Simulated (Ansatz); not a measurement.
# SnSe: what the smearing changes

How much do the results for SnSe depend on the smearing?

Computed with Ansatz 0.2.0 (DFT, PBE, all-electron LAPW, scalar-relativistic, unless a step's input says otherwise).

**1. The structure to begin with**

It takes space group Fm-3m (No. 225, cubic). The conventional cell has a = 6.020 Å, b = 6.020 Å, c = 6.020 Å, α = 90.00°, β = 90.00°, γ = 90.00°. Sn (site symmetry m-3m) is surrounded by 6 Se at 3.01 Å. Se (site symmetry m-3m) is surrounded by 6 Sn at 3.01 Å.

Structure file:

```xyz
2
Lattice="0.0000 3.0100 3.0100 3.0100 0.0000 3.0100 3.0100 3.0100 0.0000" Properties=species:S:1:pos:R:3 pbc="T T T"
Sn    0.0000    0.0000    0.0000
Se    3.0100    3.0100    3.0100
```

The cell comes from a crystallographic database entry that wasn't checked; take it as a given geometry, which may be far from equilibrium.

Atoms are numbered in the order of the input: Sn1, Se2.

**2. With cold smearing of 0.15 eV**

Input file input.yaml:

```yaml
crystal:
  lattice:
    - [0.0, 3.01, 3.01]
    - [3.01, 0.0, 3.01]
    - [3.01, 3.01, 0.0]
  atoms:
    - { symbol: Sn, position: [0.0, 0.0, 0.0] }
    - { symbol: Se, position: [0.5, 0.5, 0.5] }
kpoints:
  mp_grid: { grid: [9, 9, 9] }
scf:
  occupations: { method: cold, width: 0.15 }
hamiltonian:
  xc: pbe
  pseudopotentials: { kind: all_electron, lapw: { basis_error: 0.00025 } }
output:
  forces: true
  stress: true
  eigenvalues: true
```

Launch:

```bash
$ ansatz run input.yaml --threads 1 --pin off --max-ram 2048MiB --backend cpu --events-out ev --progress --plain --runs-dir out
```

**3. With Fermi–Dirac smearing of 0.28 eV**

input.yaml, as its differences from that of step 2:

```diff
@@ -11,3 +11,3 @@
 scf:
-  occupations: { method: cold, width: 0.15 }
+  occupations: { method: fermi_dirac, width: 0.28 }
 hamiltonian:
```

**4. With Fermi–Dirac smearing of 0.15 eV**

input.yaml, as its differences from that of step 3:

```diff
@@ -11,3 +11,3 @@
 scf:
-  occupations: { method: fermi_dirac, width: 0.28 }
+  occupations: { method: fermi_dirac, width: 0.15 }
 hamiltonian:
```

**5. With Fermi–Dirac smearing of 0.01 eV**

input.yaml, as its differences from that of step 4:

```diff
@@ -11,3 +11,3 @@
 scf:
-  occupations: { method: fermi_dirac, width: 0.15 }
+  occupations: { method: fermi_dirac, width: 0.01 }
 hamiltonian:
```

**6. With tetrahedron filling**

input.yaml, as its differences from that of step 5:

```diff
@@ -11,3 +11,3 @@
 scf:
-  occupations: { method: fermi_dirac, width: 0.01 }
+  occupations: { method: tetrahedron }
 hamiltonian:
```

(Steps that only read results are left out.)

What does the calculation give? Wanted: pressure, lowest to highest; gap, in all runs.

As calculated:

| quantity | value |
| --- | --- |
| largest change of energy from «cold smearing of 0.15 eV» (zero smearing) | 10.8 meV/atom (Fermi–Dirac smearing of 0.28 eV) |
| pressure, lowest to highest (LAPW) | 0.91 to 1.03 GPa |
| gap, in all runs (LAPW) | 0.63 eV |

In words: Across the runs the energy spans 10.8 meV/atom. The pressure spans 0.11 GPa (LAPW, the tetrahedron run left out, since its derivatives are unreliable).

The gaps are Kohn-Sham values of a semilocal functional, not quasiparticle or optical gaps. Such gaps usually fall short of the measured ones. Spin-orbit coupling is left out, though the cell holds Sn; it can move the gap.
